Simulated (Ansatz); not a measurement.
# SrCl2: the cost of one run

Program: Ansatz 0.2.0. Level of theory: reference: DFT, r2SCAN, plane waves, PAW. These are calculated values, not measurements.

2 further runs of the same task are left out: 1 for a known fault of the program, 1 that didn't finish.

## 1. Starting point

The structure is trigonal, space group P-3m1 (No. 164). Conventional cell: a = 4.407 Å, b = 4.407 Å, c = 5.596 Å, α = 90.00°, β = 90.00°, γ = 120.00°. Sr (site symmetry -3m) has 6 Cl at 2.90 Å as nearest neighbours. Around Cl (site symmetry 3m) lie 3 Sr at 2.90 Å.

Coordinates:

```cif
data_structure
_symmetry_space_group_name_H-M 'P 1'
_symmetry_Int_Tables_number 1
_cell_length_a 4.4072
_cell_length_b 4.4072
_cell_length_c 5.5961
_cell_angle_alpha 90.000
_cell_angle_beta 90.000
_cell_angle_gamma 120.000
_cell_volume 94.13
loop_
_atom_site_label
_atom_site_type_symbol
_atom_site_fract_x
_atom_site_fract_y
_atom_site_fract_z
_atom_site_occupancy
Sr1 Sr 0.00000 0.00000 0.00000 1
Cl1 Cl 0.33333 0.66667 0.24870 1
Cl2 Cl 0.66667 0.33333 0.75130 1
```

## 2. The reference run

File input.yaml:

```yaml
crystal:
  lattice:
    - [4.4072489055, 0.0, 0.0]
    - [-2.2036244528, 3.816789513, 0.0]
    - [0.0, 0.0, 5.5960650195]
  atoms:
    - { symbol: Sr, position: [0.0, 0.0, 0.0] }
    - { symbol: Cl, position: [0.3333333333, 0.6666666667, 0.2486950203] }
    - { symbol: Cl, position: [0.6666666667, 0.3333333333, 0.7513049797] }
kpoints:
  mp_grid: { grid: [6, 6, 4] }
hamiltonian:
  xc: r2scan
scf:
  occupations: { method: fixed }
  n_extra_bands: 4
output:
  forces: true
  stress: true
  eigenvalues: true
  write_density: true
  write_potential: true
  elf: true
  volumetric_format: npy
```

Run with:

```bash
$ ansatz run input.yaml --threads 4 --pin off --max-ram 3686MiB --backend cpu --events-out ev --progress --plain --runs-dir out
```

Q: Estimate wall time and peak memory on 4 threads of Arm Neoverse N1, shared host.

About 4.7 s, with a peak of 0.59 GiB.
